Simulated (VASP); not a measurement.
# Al (Fm-3m) in VASP: notebook

Runs on Al. Level: PBE. Tasks: relaxation of cell and atoms, single point.

Program: VASP 6.6.1. These are calculated values, not measurements. Logs are shortened: lines on timing, memory, paths and dates and some standing lists are left out, and cuts for length are marked.

## (1) The structure

Symmetry: Fm-3m, No. 225, cubic system. Conventional cell: a = 4.050 Å, b = 4.050 Å, c = 4.050 Å, α = 90.00°, β = 90.00°, γ = 90.00°. Around Al (site symmetry m-3m) lie 12 Al at 2.86 Å.

## (2) Relaxation of cell and atoms, PBE

The input, INCAR:

```
PREC = Accurate
ENCUT = 520
EDIFF = 1E-7
ISMEAR = 0
SIGMA = 0.1
LREAL = False
LASPH = True
NELM = 80
ALGO = Fast
ISIF = 3
LWAVE = False
LCHARG = False
GGA = PE
IBRION = 2
NSW = 80
EDIFFG = -0.002
```

The input, KPOINTS:

```
regular mesh
0
Gamma
  24 24 24
```

The input, POSCAR:

```
Al
1.0
    0.0000000000      2.0248050000      2.0248050000
    2.0248050000      0.0000000000      2.0248050000
    2.0248050000      2.0248050000      0.0000000000
Al
1
Direct
    0.0000000000      0.0000000000      0.0000000000
```

Potentials or basis: VASP PAW PBE potentials, release 64 (Al).

Launch:

```console
$ cat potpaw_PBE.64/Al/POTCAR > POTCAR
$ mpirun -np 1 vasp_std > vasp.out
```

OUTCAR:

```text
PREC = Accurate
   ENCUT = 520
   EDIFF = 1E-7
   ISMEAR = 0
   LREAL = False
   LASPH = True
   NELM = 80
   ISIF = 3
   GGA = PE
   IBRION = 2
   NSW = 80
   EDIFFG = -0.002

 ion  position               nearest neighbor table
   1  0.000  0.000  0.000-

  LATTYP: Found a face centered cubic cell.
 ALAT       =     4.0496100000

  Lattice vectors:

 A1 = (   0.0000000000,   2.0248050000,   2.0248050000)
 A2 = (   2.0248050000,   0.0000000000,   2.0248050000)
 A3 = (   2.0248050000,   2.0248050000,   0.0000000000)

Analysis of symmetry for initial positions (statically):
=====================================================================
 Subroutine PRICEL returns:
 Original cell was already a primitive cell.

 Routine SETGRP: Setting up the symmetry group for a
 face centered cubic supercell.

 Subroutine GETGRP returns: Found 48 space group operations
 (whereof 48 operations were pure point group operations)
 out of a pool of 48 trial point group operations.

The static configuration has the point symmetry O_h .

Analysis of symmetry for dynamics (positions and initial velocities):
=====================================================================
 Subroutine PRICEL returns:
 Original cell was already a primitive cell.

 Routine SETGRP: Setting up the symmetry group for a
 face centered cubic supercell.

 Subroutine GETGRP returns: Found 48 space group operations
 (whereof 48 operations were pure point group operations)
 out of a pool of 48 trial point group operations.

The dynamic configuration has the point symmetry O_h .

 Subroutine INISYM returns: Found 48 space group operations
 (whereof 48 operations are pure point group operations),
 and found     1 'primitive' translations

----------------------------------------------------------------------------------------

                                     Primitive cell

  volume of cell :      16.6027

  direct lattice vectors                    reciprocal lattice vectors
     0.000000000  2.024805000  2.024805000    -0.246937359  0.246937359  0.246937359
     2.024805000  0.000000000  2.024805000     0.246937359 -0.246937359  0.246937359
     2.024805000  2.024805000  0.000000000     0.246937359  0.246937359 -0.246937359

  length of vectors
     2.863506692  2.863506692  2.863506692     0.427708053  0.427708053  0.427708053

  position of ions in fractional coordinates (direct lattice)
     0.000000000  0.000000000  0.000000000

  ion indices of the primitive-cell ions
   primitive index   ion index
                 1           1

----------------------------------------------------------------------------------------

 KPOINTS: regular mesh

Automatic generation of k-mesh.
 Grid dimensions read from file:
 generate k-points for:   24   24   24

 Generating k-lattice:

  Cartesian coordinates                     Fractional coordinates (reciprocal lattice)
    -0.010289057  0.010289057  0.010289057     0.041666667  0.000000000  0.000000000
     0.010289057 -0.010289057  0.010289057     0.000000000  0.041666667  0.000000000
     0.010289057  0.010289057 -0.010289057     0.000000000  0.000000000  0.041666667

  Length of vectors
     0.017821169  0.017821169  0.017821169

  Shift w.r.t. Gamma in fractional coordinates (k-lattice)
     0.000000000  0.000000000  0.000000000

 Subroutine IBZKPT returns following result:
 ===========================================

 Found    413 irreducible k-points:

 Following reciprocal coordinates:
            Coordinates               Weight
  0.000000  0.000000  0.000000      1.000000
  0.041667  0.000000  0.000000      8.000000
  0.083333  0.000000  0.000000      8.000000
  0.125000  0.000000  0.000000      8.000000
  0.166667  0.000000  0.000000      8.000000
  0.208333  0.000000  0.000000      8.000000
[... 16 lines left out ...]
  0.416667  0.041667  0.000000     24.000000
  0.458333  0.041667  0.000000     24.000000
 [... further k-points ...]
   k-points           NKPTS =    413   k-points in BZ     NKDIM =    413   number of bands    NBANDS=      5
   number of dos      NEDOS =    301   number of ions     NIONS =      1
   total plane-waves  NPLWV =  13824
   dimension x,y,z NGX =    24 NGY =   24 NGZ =   24
   dimension x,y,z NGXF=    48 NGYF=   48 NGZF=   48
   ions per type =               1
   NGX,Y,Z   is equivalent  to a cutoff of  13.93, 13.93, 13.93 a.u.
   NGXF,Y,Z  is equivalent  to a cutoff of  27.87, 27.87, 27.87 a.u.
 SYSTEM =  unknown system
   PREC   = accura    normal or accurate (medium, high low for compatibility)
   ISTART =      0    job   : 0-new  1-cont  2-samecut
   ICHARG =      2    charge: 1-file 2-atom 10-const
   ISPIN  =      1    spin polarized calculation?
   LNONCOLLINEAR =      F non collinear calculations
   LSORBIT =      F    spin-orbit coupling
   LASPH  =      T    aspherical Exc in radial PAW
   ENCUT  =  520.0 eV  38.22 Ry    6.18 a.u.   5.32  5.32  5.32*2*pi/ulx,y,z
   NELM   =     80;   NELMIN=  2; NELMDL= -5     # of ELM steps
   EDIFF  = 0.1E-06   stopping-criterion for ELM
   LREAL  =      F    real-space projection
   EDIFFG = -.2E-02   stopping-criterion for IOM
   NSW    =     80    number of steps for IOM
   IBRION =      2    ionic relax: 0-MD 1-quasi-New 2-CG
   NFREE  =      1    steps in history (QN), initial steepest desc. (CG)
   ISIF   =      3    stress and relaxation
   ISYM   =      2    0-nonsym 1-usesym 2-fastsym
   POTIM  = 0.5000    time-step for ionic-motion
   TEBEG  =    0.0;   TEEND  =   0.0 temperature during run
   PSTRESS=    0.0 pullay stress
   NELECT =       3.0000    total number of electrons
   NUPDOWN=      -1.0000    fix difference up-down
   EMIN   =  10.00;   EMAX   =-10.00  energy-range for DOS
   EFERMI =   0.00;   METHOD = LEGACY
   ISMEAR =     0;   SIGMA  =   0.10  broadening in eV -4-tet -1-fermi 0-gaus
   EFERMI_NEDOS =   21; number of points for ismear=-14 and -15
   IALGO  =     68    algorithm
   IMIX   =      4    mixing-type and parameters
     AMIX     =   0.40;   BMIX     =  1.00
     AMIX_MAG =   1.60;   BMIX_MAG =  1.00
  volume/ion in A,a.u.               =      16.60       112.04
  Fermi-wavevector in a.u.,A,eV,Ry     =   0.925526  1.748991 11.654733  0.856599
  Thomas-Fermi vector in A             =   2.051390
   LORBIT       =      0    0 simple, 1 ext, 2 COOP (PROOUT), +10 PAW based schemes
   GGA     = PE    functional components
   LHFCALC =     F    Hartree Fock is set to
   AEXX    =    0.0000 exact exchange contribution
   IVDW    =     0    specifies the selected vdW correction
   LEPSILON=     F    determine dielectric tensor
   LRPA    =     F    only Hartree local field effects (RPA)
 conjugate gradient relaxation of ions
 non-spin polarized calculation
 RMM-DIIS sequential band-by-band and
 Gauss-broadening in eV      SIGMA  =   0.10
  energy-cutoff  :      520.00
  volume of cell :       16.60
 maximum number of plane-waves:       459
 NGX is ok and might be reduce to    24
   NGX = 11   NGY = 11   NGZ = 11

--------------------------------------- Ionic step        1  -------------------------------------------

 number of electron       3.0000000 magnetization

 Free energy of the ion-electron system (eV)
  ---------------------------------------------------
  ext. energy  EPLUGINS =         0.00000000
  ---------------------------------------------------
  free energy    TOTEN  =        -3.74516308 eV

  energy without entropy =       -3.74269509  energy(sigma->0) =       -3.74392908

------------------------ aborting loop because EDIFF is reached ----------------------------------------

  FORCE on cell =-STRESS in cart. coord.  units (eV):
  Direction    XX          YY          ZZ          XY          YZ          ZX
  --------------------------------------------------------------------------------------
  -------------------------------------------------------------------------------------
  Total       -0.0611220     -0.0611220     -0.0611220     -0.0000000      0.0000000     -0.0000000
  in kB       -5.8983217     -5.8983217     -5.8983217     -0.0000000      0.0000000     -0.0000000
  external PRESSURE =      -5.8983217 kB  Pullay stress =       0.0000000 kB

 VOLUME and BASIS-vectors are now :
 -----------------------------------------------------------------------------
  energy-cutoff  :      520.00
  volume of cell :       16.60
      direct lattice vectors                 reciprocal lattice vectors
     0.000000000  2.024805000  2.024805000    -0.246937359  0.246937359  0.246937359
     2.024805000  0.000000000  2.024805000     0.246937359 -0.246937359  0.246937359
     2.024805000  2.024805000  0.000000000     0.246937359  0.246937359 -0.246937359
[... 36 lines left out ...]
 POSITION                                       TOTAL-FORCE (eV/Angst)
 -----------------------------------------------------------------------------------
      0.00000      0.00000      0.00000         0.000000      0.000000      0.000000
 -----------------------------------------------------------------------------------
    total drift:                                0.000000     -0.000000     -0.000000

  FREE ENERGIE OF THE ION-ELECTRON SYSTEM (eV)
  ---------------------------------------------------
  free  energy   TOTEN  =        -3.7453994874 eV

  energy  without entropy=       -3.7429577770  energy(sigma->0) =       -3.74417863

--------------------------------------- Ionic step        3  -------------------------------------------

 number of electron       3.0000000 magnetization

 Free energy of the ion-electron system (eV)
  ---------------------------------------------------
  ext. energy  EPLUGINS =         0.00000000
  ---------------------------------------------------
  free energy    TOTEN  =        -3.74540362 eV

  energy without entropy =       -3.74295838  energy(sigma->0) =       -3.74418100

 E-fermi :   8.0261     XC(G=0): -10.2026

 val. band max:        7.9990897957   @ k =  -0.3333   0.3750   0.0417
 cond. band min:       8.0386009037   @ k =  -0.2917   0.4583   0.1667
 fundamental gap:      0.0395111079
 Fermi energy:         8.0260878141

 k-point     1 :       0.0000    0.0000    0.0000
  band No.  band energies     occupation
      1      -3.1289      2.00000
      2      20.6446      0.00000
      3      20.6446      0.00000
      4      20.6446      0.00000
      5      22.1485      0.00000

 k-point     2 :       0.0417    0.0000    0.0000
  band No.  band energies     occupation
      1      -3.0817      2.00000
      2      19.6469      0.00000
      3      20.4517      0.00000
      4      20.4517      0.00000
      5      22.4155      0.00000

 k-point     3 :       0.0833    0.0000    0.0000
  band No.  band energies     occupation
      1      -2.9400      2.00000
      2      18.0293      0.00000
      3      20.0777      0.00000
      4      20.0777      0.00000
      5      22.8070      0.00000
[... 153 lines left out ...]
 k-point    23 :       0.4167    0.0417    0.0000
  band No.  band energies     occupation
      1       1.2613      2.00000
      2       6.3218      2.00000
      3      18.0887      0.00000
      4      19.2545      0.00000
      5      19.3071      0.00000

 k-point    24 :       0.4583    0.0417    0.0000
  band No.  band energies     occupation
      1       2.1896      2.00000
      2       5.0897      2.00000
      3      18.2678      0.00000
      4      18.7865      0.00000
      5      19.4844      0.00000

 [... further k-points ...]

------------------------ aborting loop because EDIFF is reached ----------------------------------------

  FORCE on cell =-STRESS in cart. coord.  units (eV):
  Direction    XX          YY          ZZ          XY          YZ          ZX
  --------------------------------------------------------------------------------------
  -------------------------------------------------------------------------------------
  Total        0.0001127      0.0001127      0.0001127     -0.0000000     -0.0000000     -0.0000000
  in kB        0.0109643      0.0109643      0.0109643     -0.0000000     -0.0000000     -0.0000000
  external PRESSURE =       0.0109643 kB  Pullay stress =       0.0000000 kB

 VOLUME and BASIS-vectors are now :
 -----------------------------------------------------------------------------
  energy-cutoff  :      520.00
  volume of cell :       16.47
      direct lattice vectors                 reciprocal lattice vectors
    -0.000000000  2.019540233  2.019540233    -0.247581104  0.247581104  0.247581104
     2.019540233  0.000000000  2.019540233     0.247581104 -0.247581104  0.247581104
     2.019540233  2.019540233 -0.000000000     0.247581104  0.247581104 -0.247581104

 POSITION                                       TOTAL-FORCE (eV/Angst)
 -----------------------------------------------------------------------------------
      0.00000      0.00000      0.00000         0.000000      0.000000     -0.000000
 -----------------------------------------------------------------------------------
    total drift:                                0.000000     -0.000000     -0.000000

  FREE ENERGIE OF THE ION-ELECTRON SYSTEM (eV)
  ---------------------------------------------------
  free  energy   TOTEN  =        -3.7454036155 eV

  energy  without entropy=       -3.7429583791  energy(sigma->0) =       -3.74418100

 reached required accuracy - stopping structural energy minimisation
```

Run time: 25 s. Hardware: 1 thread of Intel Xeon Platinum 8488C (Sapphire Rapids), shared host; peak memory 0.16 GiB.

What came out:

```
Free energy                            : -3.7454 eV
Relaxed volume                         : 16.47 Å³/atom
Relaxed cell                           : a = 2.856 Å, b = 2.856 Å, c = 2.856 Å, α = 60.00°, β = 60.00°, γ = 60.00°
Space group after relaxing (to 0.05 Å) : Fm-3m (No. 225)
Energy gained by relaxing              : 0.2 meV/atom
Ionic steps                            : 3
Pressure after relaxing                : 0.0 GPa
Band gap on the k mesh                 : none (metal or under the smearing width)
```

Step by step:
```tsv
step	energy change (eV)	largest force (eV/Å)	pressure (GPa)	volume (Å³)
1	0.0000	0.0000	-0.59	16.60
2	-0.0002	0.0000	0.08	16.46
3	-0.0002	0.0000	0.00	16.47
```

Final structure:
```
CELL_PARAMETERS angstrom
0.00000 2.01954 2.01954
2.01954 0.00000 2.01954
2.01954 2.01954 0.00000
ATOMIC_POSITIONS crystal
Al 0.00000 0.00000 0.00000
```

Levels at points of the mesh, in eV from the Fermi level:
```
           k point  band 1  band 2  band 3  band 4  band 5
(0.00, 0.00, 0.00)  -11.15   12.62   12.62   12.62   14.12
(0.50, 0.00, 0.00)   -4.61   -4.39   11.42   11.42   11.46
(0.50, 0.50, 0.00)   -2.94   -1.61    5.25    5.59    5.59
```

[end of part 1 of 2]
